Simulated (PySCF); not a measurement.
Isomers of C7H10, from PBE0-D3(BJ)/def2-SVP geometry optimisation, gas phase (PySCF 2.14.0). One conformer each, no zero-point energy, no frequencies.

Question: Which is lowest in electronic energy at this level?
A. `[CH2:1]=[CH:2][C:3](=[CH2:4])/[CH:5]=[CH:6]/[CH3:7]` with C1–C2–C3–C4 -156°, C2–C3–C5–C6 24°: A = 3921, B = 1775, C = 1254 MHz, dipole 0.56 D
B. `C1=C[C@H]2CC[C@@H]1C2`: A = 3957, B = 3452, C = 3032 MHz, dipole 0.32 D
C. `[CH:1]#[C:2][CH:3]1[CH2:4][CH2:5][CH2:6][CH2:7]1` with C2–C3–C4–C5 119°, C3–C4–C5–C6 29°, C4–C5–C6–C7 -43°, C5–C6–C7–C3 39° (cyclopentylacetylene): A = 5737, B = 1845, C = 1581 MHz, dipole 0.93 D

Answer: B. That is `C1=C[C@H]2CC[C@@H]1C2`, 27.4 kcal/mol below the next.

```
               SMILES                                          mapped SMILES      E (Eh)  relative (kcal/mol)  relative (kJ/mol)  dipole (D)
C1=C[C@H]2CC[C@@H]1C2  [CH:1]1=[CH:2][C@H:3]2[CH2:4][CH2:5][C@@H:6]1[CH2:7]2  -272.22540                  0.0                0.0        0.32
       C=CC(=C)/C=C/C    [CH2:1]=[CH:2][C:3](=[CH2:4])/[CH:5]=[CH:6]/[CH3:7]  -272.18171                 27.4              114.7        0.56
           C#CC1CCCC1       [CH:1]#[C:2][CH:3]1[CH2:4][CH2:5][CH2:6][CH2:7]1  -272.18050                 28.2              117.9        0.93
```

As drawn, the lowest has a C=C bond outside aromatic rings, which the highest lacks; the highest has a C≡C bond, which the lowest lacks.
